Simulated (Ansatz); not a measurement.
The system is SiNi.

```xyz
8
Lattice="5.1731 0.0000 0.0000 0.0000 3.3381 0.0000 0.0000 0.0000 5.6049" Properties=species:S:1:pos:R:3 pbc="T T T"
Ni    5.1328    2.5036    4.5539
Ni    2.6268    0.8345    1.7514
Ni    2.5463    2.5036    3.8535
Ni    0.0403    0.8345    1.0510
Si    3.5111    0.8345    5.1425
Si    4.2486    2.5036    2.3400
Si    0.9245    0.8345    3.2649
Si    1.6620    2.5036    0.4624
```

Base run:

- Program: Ansatz 0.2.0
- Functional: PBEsol
- Potentials or basis: Ansatz PAW
- Cutoff: 420 eV
- Density cutoff: 1680 eV
- k mesh: 5 × 8 × 5
- Occupations: fermi-dirac, width 0.05 eV
- Spin: collinear spin, ferromagnetic start
- Starting moments: [1.0, 1.0, 1.0, 1.0, 0.0, 0.0, 0.0, 0.0] μB

Its results: band gap on the k mesh none (metal or under the smearing width); pressure -4.3 GPa; net moment 0.00 μB per cell; largest force 0.082 eV/Å.

Task: After a change of settings the same cell gave: band gap on the k mesh none (metal or under the smearing width); pressure 4.4 GPa; net moment 0.00 μB per cell; largest force 0.062 eV/Å. Which change was it?
A. functional from PBEsol to revPBE
B. functional from PBEsol to PBE; occupations from fermi-dirac, width 0.05 eV to gaussian, width 0.012 eV
C. functional from PBEsol to LDA
D. functional from PBEsol to PBE

Result: A.

revPBE binds less tightly than PBEsol, so the same cell stands under more pressure.

Caveats: the PAW data sets come from PBE, with cores solved anew for the run's functional, which leaves a small shift of forces and pressure; the potentials were made for another functional, which shifts forces and pressure (some runs).

Not every run made on this cell is shown here.
